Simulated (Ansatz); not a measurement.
# Property card for CoSi

All numbers below come from Ansatz, DFT PBE, scalar-relativistic, plane waves, PAW.

Cutoff 420 eV; k points 12×12×14 on the computed 4-atom cell (Γ-centred); Gaussian smearing, width 0.10 eV; no spin polarisation.

The structure is relaxed at this level of theory with its symmetry kept, and needn't be the ground state of this composition.

Space group P4/nmm (No. 129), tetragonal, a = 3.645 Å, c = 3.279 Å. Co has 4 Si at 2.33 Å, 4 Si at 2.58 Å and 4 Co at 2.60 Å; around Si lie 4 Co at 2.33 Å, 4 Co at 2.58 Å and 4 Si at 2.58 Å.

```json
{
  "Volume per atom": "10.89 Å³",
  "Formation energy from the elements' standard states (uncorrected)": "-0.405 eV/atom",
  "Kohn–Sham band gap": "none (metal)",
  "Density of states at the Fermi level": "2.1 states/eV per cell",
  "Orbital (Löwdin) character within 0.5 eV of the Fermi level": "Co 3d 73 %, Si 3p 19 %, unprojected 4 %",
  "Bader charge by site (e)": "Co (2 in the cell) -0.46, Si (2 in the cell) 0.46"
}
```

A magnetic start lost its moments in a first run, so spin was left out; other magnetic orders weren't tried.

Another cell of CoSi relaxed alike, in P2_13, lies 201 meV/atom lower, so this cell isn't the stable form at this level.

The cell was found from a structure generator's guess, not taken from experiment. Löwdin shares on free-atom orbitals overweight diffuse shells.
